Q: My Raman spectra of gallium nitride show a line near 568 cm⁻¹ and another near 734. Your calculated list has no mode at either place. Which ones am I seeing?

Zone-centre phonons of wurtzite GaN (P6_3mc, 4-atom cell), computed with Ansatz 0.2.0 at the PBEsol-relaxed geometry, using PBEsol, PAW potentials, a 420 eV plane-wave cutoff and a 9×9×4 k mesh. Infrared intensities are in (D/Å)²/amu, summed over each degenerate level; for modes with the field term, x or z is the direction of the wave. The rows were drawn from a pool: of 90 crystals with a measured lattice constant, 2 whose relaxed edge lies over 5 % from it were taken for other phases and got no table, so the agreement shown is better than for the whole pool.

```
row  computed wavenumber (cm⁻¹)                                 what it is  measured wavenumber (cm⁻¹)                                                            label in the paper, method, sample  temperature of the measurement (K)                   source
  1                       136.5               2-fold, infrared intensity 0                         n/a                                                                                           n/a                                 n/a                      n/a
  2                         n/a                                        n/a                         143                                                            E2(low); micro-Raman; bulk crystal                                 n/a       pmc:4275118 (2014)
  3                       327.2               1-fold, infrared intensity 0                         n/a                                                                                           n/a                                 n/a                      n/a
  4                       522.1              1-fold, infrared intensity 30                         n/a                                                                                           n/a                                 n/a                      n/a
  5                       544.6            2-fold, infrared intensity 53.9                         n/a                                                                                           n/a                                 n/a                      n/a
  6                       553.4               2-fold, infrared intensity 0                         n/a                                                                                           n/a                                 n/a                      n/a
  7                         n/a                                        n/a                       566.3     E2(high), cross z(yx)z configuration, x along [11-20]; polarized Raman spectroscopy; film                                 n/a      pmc:10858272 (2024)
  8                         n/a                                        n/a                       566.6  E2(high), parallel z(xx)z configuration, x along [11-20]; polarized Raman spectroscopy; film                                 n/a      pmc:10858272 (2024)
  9                         n/a                                        n/a                       567.4                                                    E2(high); Raman spectroscopy; bulk crystal                                 n/a  arXiv:1502.00072 (2015)
 10                         n/a                                        n/a                         568                                                           E2(high); micro-Raman; bulk crystal                                 n/a       pmc:4275118 (2014)
 11                         n/a                                        n/a                         568                                                                   E2(high); micro-Raman; film                                 300   arXiv:1311.3097 (2013)
 12                         n/a                                        n/a                       568.1  E2(high), parallel z(xx)z configuration, x along [11-20]; polarized Raman spectroscopy; film                                 n/a      pmc:10858272 (2024)
 13                         n/a                                        n/a                       568.4     E2(high), cross z(yx)z configuration, x along [11-20]; polarized Raman spectroscopy; film                                 n/a      pmc:10858272 (2024)
 14                         n/a                                        n/a                       568.5                                             E2(high), sample etched 10 min; micro-Raman; film                                 300       pmc:3212216 (2011)
 15                         n/a                                        n/a                       568.7                                                E2(high), unetched sample A; micro-Raman; film                                 300       pmc:3212216 (2011)
 16                         n/a                                        n/a                         570                                                                         E2(high); Raman; film                                 300  arXiv:1910.07810 (2019)
 17                       677.9               1-fold, infrared intensity 0                         n/a                                                                                           n/a                                 n/a                      n/a
 18                       711.2  highest mode with the field term, along z                         n/a                                                                                           n/a                                 n/a                      n/a
 19                       716.2  highest mode with the field term, along x                         n/a                                                                                           n/a                                 n/a                      n/a
 20                         n/a                                        n/a                         733                                                             A1(LO); micro-Raman; bulk crystal                                 n/a       pmc:4275118 (2014)
 21                         n/a                                        n/a                         733                                                                     A1(LO); micro-Raman; film                                 300   arXiv:1311.3097 (2013)
 22                         n/a                                        n/a                         734                                                      A1(LO); Raman spectroscopy; bulk crystal                                 n/a  arXiv:1502.00072 (2015)
 23                         n/a                                        n/a                         735                                                                           A1(LO); Raman; film                                 300  arXiv:1910.07810 (2019)
 24                         n/a                                        n/a                         745                                                             E1(LO); micro-Raman; bulk crystal                                 n/a       pmc:4275118 (2014)
```

A: Match them by the kind of motion, because the nearest number can mislead. The wurtzite cell holds two Ga–N bilayers stacked along the c axis, which is z here. Equivalent atoms in the two bilayers move either alike (A1 and E1) or oppositely (B1 and E2). A1 and B1 move along c and are single; E1 and E2 move in the plane and come in pairs. Opposite motion cancels the dipole, so the paired mode at 553 cm⁻¹ with zero infrared intensity is your E2(high) line.

Q: Why are there E2 modes at both 136.5 and 553?

A: In the low one the heavy Ga atoms do most of the moving, in the high one the light N atoms. The low mode also slides neighbouring layers past each other, which mainly bends bonds, and bending is easier than stretching. B1(low) at 327 cm⁻¹ is again mostly Ga motion, but it squeezes the layers together and is stiffer. These patterns follow from symmetry and the standard lattice dynamics of such crystals. Zinc-blende GaN has one bilayer per cell, so its zone centre would keep only the modes in which all bilayers move alike.

Q: Then the single mode at 678 must be my A1(LO).

A: It is B1(high), which neither Raman nor infrared light excites in first order. Its N layers move oppositely along c, so the crystal as a whole has no dipole. Each layer still sets up a field of its own, and these alternating fields stiffen the motion. That is why it lies close to the longitudinal modes without being one.

Q: What lifts the true longitudinal modes so high?

A: In A1 and E1 the Ga and N sublattices move against each other and polarise the crystal. If the wave runs along the displacement (longitudinal, LO), the polarisation creates a field that pulls the ions back; if it runs across (transverse, TO), that field is absent. The polarisation grows with the charge the ions carry as they move, and so does the force of the field on them. The charge therefore enters squared, while the electrons screen the field:

ω_LO² = ω_TO² + F/ε

Here ω is the wavenumber, ε the electronic dielectric constant, and F collects the squared charge, the density of Ga–N pairs and their inverse reduced mass. The field raises A1 from 522 to 711 cm⁻¹ and E1 from 545 to 716.

Q: But 734 is closer to your 716 than to your 711.

A: It is, yet the measured lines near 734 are labelled A1(LO), so yours most likely belongs to 711. If your light goes in and comes back along c, A1(LO) is the only one of the two that the selection rules allow. Pairing by distance would wrongly give the line to E1(LO). The two lie only 5 cm⁻¹ apart in the calculation, although their transverse partners differ by 22.5. Equal field terms in the formula would still leave them 17 cm⁻¹ apart; the moving charge is larger along c, so the field lifts A1 more and closes most of the rest. In one bulk crystal the measured gap is 12 cm⁻¹. The field response had not settled on the k mesh, and the charges come with no error estimate, so take the calculated gap as rough.

Q: Why is every line I can match calculated too low?

A: Start with E2(high), which has no overall field. It lies about 15 cm⁻¹ below the measured mean, while the measured values spread over less than 4. The relaxed cell is not noticeably larger than that of real GaN, and warming, which the calculation leaves out, normally lowers this mode. That points to bonds that PBEsol makes slightly too soft, though the PAW datasets and the cutoff are untested. E2(low) is too low as well, by 6.5 cm⁻¹, but nothing here shows whether its bond-bending forces err for the same reason. If you read film strain from the E2(high) line, take a measured unstrained crystal as your zero, because the calculated offset is larger than the differences between these samples.

Q: And the LO lines, which miss by 23 and 29?

A: They probably suffer from excess screening as well. PBEsol gives a band gap of 1.9 eV, far below the real one of roughly 3.4, and electrons that are too easily excited screen too well. For E1 the calculated ε is 5.84; a rough recalled measured value is 5.3. Keeping the transverse mode and the charges as calculated:

F/ε = 716.2² − 544.6² ≈ 216 000 cm⁻²
216 000 × 5.84/5.3 ≈ 238 000 cm⁻²
ω_LO ≈ √(544.6² + 238 000) ≈ 731 cm⁻¹

This recovers about half of the E1 miss.

Q: Does it work for A1 too?

A: It gives 733 cm⁻¹, right on the measured line, but that agreement is too good. If the A1 bonds are also too soft, correcting them would push the estimate past the measurement. With one ε for both directions, the estimate even puts A1 above E1, against experiment. The rescaling shows that excess screening can explain much of the LO error, but it cannot divide the blame exactly between screening and soft bonds. In another polar crystal, compare the transverse mode and ε with experiment separately, because an LO line alone cannot show which of them is off.

Printed output of the fit:

```
E2(low), measured less computed, cm-1: 6.5
E2(low), miss in percent of measured: 4.545
E2(high), mean measured less computed, cm-1: 14.6
E2(high), miss in percent of measured: 2.57
E2(high), spread of the measured values, cm-1: 3.7
A1(LO), mean measured less computed, cm-1: 22.55
A1(LO), miss in percent of measured: 3.073
E1(LO), measured less computed, cm-1: 28.8
E1(LO), miss in percent of measured: 3.866
LO-TO splitting along z (A1), computed, cm-1: 189.1
LO-TO splitting along x (E1), computed, cm-1: 171.6
E1(TO) less A1(TO), computed, cm-1: 22.5
E1(LO) less A1(LO), computed, cm-1: 5
E1(LO) less A1(LO), measured in the same bulk crystal, cm-1: 12
E1(LO) less A1(LO) if the field term along z were only that along x, cm-1: 16.96
field term in squared wavenumber, z over x, from the modes: 1.078
same ratio from Born charges and dielectric constants: 1.078
infrared intensity per component, A1 over E1: 1.113
bulk measured A1(LO) less computed E1(LO), the wrong partner, cm-1: 16.8
bulk measured A1(LO) less computed A1(LO), the right partner, cm-1: 21.8
A1(LO) estimated with a rough recalled dielectric constant of 5.3, cm-1: 733.3
E1(LO) estimated with a rough recalled dielectric constant of 5.3, cm-1: 731.4
A1(LO) quantum, computed, meV: 88.18
A1(LO) quantum, mean measured, meV: 90.97
```
